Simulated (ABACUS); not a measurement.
# CuO (F-43m) in ABACUS: further runs, part 2 of 2

ABACUS 3.10.1. The steps go on from the part before.

**3. Relaxation of cell and atoms, PBE, target pressure 5 GPa, at which the enthalpy is minimised**

INPUT

```
INPUT_PARAMETERS
suffix              CuO
calculation         cell-relax
basis_type          lcao
pseudo_dir          ./
orbital_dir         ./
symmetry            1
dft_functional      pbe
ecutwfc             100
pseudo_rcut         7
nspin               1
nbands              17
ks_solver           genelpa
smearing_method     fd
smearing_sigma      0.00367493
scf_thr             1e-07
scf_nmax            100
mixing_type         broyden
mixing_beta         0.7
cal_force           1
cal_stress          1
out_mul             1
relax_nmax          60
force_thr_ev        0.005
relax_method        cg
out_stru            1
stress_thr          1
press1              50
press2              50
press3              50
```

STRU

```
ATOMIC_SPECIES
Cu 63.5460 Cu.upf
O 15.9990 O.upf

NUMERICAL_ORBITAL
Cu_confined-atom_7au_3s2p2d1f.orb
O_confined-atom_6au_2s2p1d.orb

LATTICE_CONSTANT
1.8897261246

LATTICE_VECTORS
0.0000000000 2.3272527300 2.3272527300
2.3272527300 0.0000000000 2.3272527300
2.3272527300 2.3272527300 0.0000000000

ATOMIC_POSITIONS
Direct

Cu
0.0
1
0.0000000000 0.0000000000 0.0000000000 1 1 1

O
0.0
1
0.2500000000 0.2500000000 0.2500000000 1 1 1
```

KPT

```
K_POINTS
0
Gamma
7 7 7 0 0 0
```

Potentials or basis: PseudoDojo NC SR 0.4.1 PBE standard, DZP LCAO (the cutoffs set its grid).

On the command line:

```bash
$ OMP_NUM_THREADS=1 mpirun -np 4 abacus > log
```

running log:

```text
ABACUS v3.10.1

               Atomic-orbital Based Ab-initio Computation at UStc

 ------------------------------------------------------------------------------------

 READING GENERAL INFORMATION
                           global_out_dir = OUT.CuO/
                           global_in_card = INPUT
                               pseudo_dir = ./
                              orbital_dir = ./
                                    DSIZE = 4
                                    GSIZE = 1
[... 5 lines left out ...]

 READING ATOM TYPE 1
                               atom label = Cu
                      L=0, number of zeta = 3
                      L=1, number of zeta = 2
[... 250 lines left out ...]
             meshcell numbers in big cell = [ 5, 5, 5 ]
                        extended fft grid = [ 12, 12, 12 ]
                dimension of extened grid = [ 33, 33, 33 ]
                            UnitCellTotal = 125
              Atom number in sub-FFT-grid = 2
    Local orbitals number in sub-FFT-grid = 39
                                ParaV.nnr = 29598
                                 init_chg = atomic

 LCAO ALGORITHM --------------- ION=   1  ELEC=   1--------------------------------

 Density error is 0.0916437831499
----------------------------------------------------------
     Energy           Rydberg                 eV
----------------------------------------------------------
 E_KohnSham     -411.5554344190      -5599.4989509641
 E_Harris       -425.1898752510      -5785.0050353228
 E_Fermi        0.7625276190         10.3747205001
----------------------------------------------------------
[... 413 lines left out ...]
 Largest gradient in stress is 6.279862 kbar.
 Threshold is 1.000000 kbar.

 Relaxation is not converged yet!
Too many Brent steps, let's do next CG step
DIRECT COORDINATES
    atom                   x                   y                   z     mag                  vx                  vy                  vz
taud_Cu1            0.0000000000        0.0000000000        0.0000000000  0.0000        0.0000000000        0.0000000000        0.0000000000
taud_O1            0.2500000000        0.2500000000        0.2500000000  0.0000        0.0000000000        0.0000000000        0.0000000000

                          Volume (Bohr^3) = 148.044636
                             Volume (A^3) = 21.937925
[... 543 lines left out ...]
 Largest gradient in stress is 0.241131 kbar.
 Threshold is 1.000000 kbar.

 Relaxation is converged!

 --------------------------------------------
 !FINAL_ETOT_IS -5608.1343120297133282 eV
 --------------------------------------------
```

stdout:

```text
ABACUS v3.10.1

               Atomic-orbital Based Ab-initio Computation at UStc

%%%%%%%%%%%%%%%%%%%%%%%%%%%%%%%%%%%%%%%%%%%%%%%%%%%%%%%%%%%%%%%%%%%%%%%%%%%%%%%%%%%%%%%%%%%%%%%%%%%%%%%%%
 Warning: the number of valence electrons in pseudopotential > 11 for Cu: [Ar] 3d10 4s1
[... 218 lines left out ...]
        49.7588690724        -0.0000000000         0.0000000000
        -0.0000000000        49.7588690724        -0.0000000000
         0.0000000000        -0.0000000000        49.7588690724
----------------------------------------------------------------
 TOTAL-PRESSURE: 49.758869 KBAR

 ETOT DIFF (eV)       : -0.006352
 LARGEST GRAD (eV/A)  : 0.000000
```

mulliken.txt:

```text
 8
CALCULATE THE MULLIkEN ANALYSIS FOR EACH ATOM
 Total charge:	25
Decomposed Mulliken populations
[... 55 lines left out ...]
px                                     1             -0.0009
py                                     1             -0.0005
SUM OVER M                                           -0.0011
SUM OVER M+Zeta                                       4.6274

dz^2                                   0              0.0182
dxz                                    0              0.0106
dyz                                    0              0.0121
dx^2-y^2                               0              0.0133
dxy                                    0              0.0139
SUM OVER M                                            0.0681
SUM OVER M+Zeta                                       0.0681

SUM OVER M+Zeta+L                                     6.3842

Total Charge on atom:                  O              6.3842
```

Run time: 75 s. Hardware: 4 MPI ranks of Intel Xeon Platinum 8259CL at 2.50GHz (Skylake/Cascade Lake), shared host; peak memory 0.44 GiB.

What came out:

```yaml
Free_energy: -5608.1343 eV
Relaxed_volume: 11.26 Å³/atom
Relaxed_cell: a = 3.170 Å, b = 3.170 Å, c = 3.170 Å, α = 60.00°, β = 60.00°, γ = 60.00°
Space_group_after_relaxing_to_0.05_Å: F-43m (No. 216)
Energy_change_on_relaxing_the_enthalpy_is_what_falls: -23.0 meV/atom
Ionic_steps: 9
Pressure_after_relaxing: 5.0 GPa
Mulliken_charges: Cu +0.38; O -0.38 e
```

Step by step:
| step | energy change (eV) | largest force (eV/Å) | pressure (GPa) | volume (Å³) |
| --- | --- | --- | --- | --- |
| 1 | 0.0000 | 0.0000 | -8.94 | 25.21 |
| 2 | 0.0290 | 0.0000 | 15.11 | 21.29 |
| 3 | -0.0551 | 0.0000 | -2.10 | 23.67 |
| 4 | -0.0486 | 0.0000 | 4.37 | 22.60 |
| 5 | -0.0206 | 0.0000 | 9.36 | 21.94 |
| 6 | -0.0550 | 0.0000 | 2.39 | 22.90 |
| 7 | -0.0538 | 0.0000 | 2.89 | 22.82 |
| 8 | -0.0397 | 0.0000 | 6.27 | 22.34 |
| 9 | -0.0460 | 0.0000 | 4.98 | 22.52 |

Final structure:
```
Cu O
1.0
     0.00000    2.24124    2.24124
     2.24124    0.00000    2.24124
     2.24124    2.24124    0.00000
Cu O
1 1
Direct
  0.00000 0.00000 0.00000
  0.25000 0.25000 0.25000
```

Caveat: the atomic orbitals were generated for these runs and aren't a published set; Mulliken charges move with the basis; the basis of atomic orbitals isn't converged, which shifts pressures, moduli and gaps; the run has no spin polarisation, though such a crystal can be magnetic.
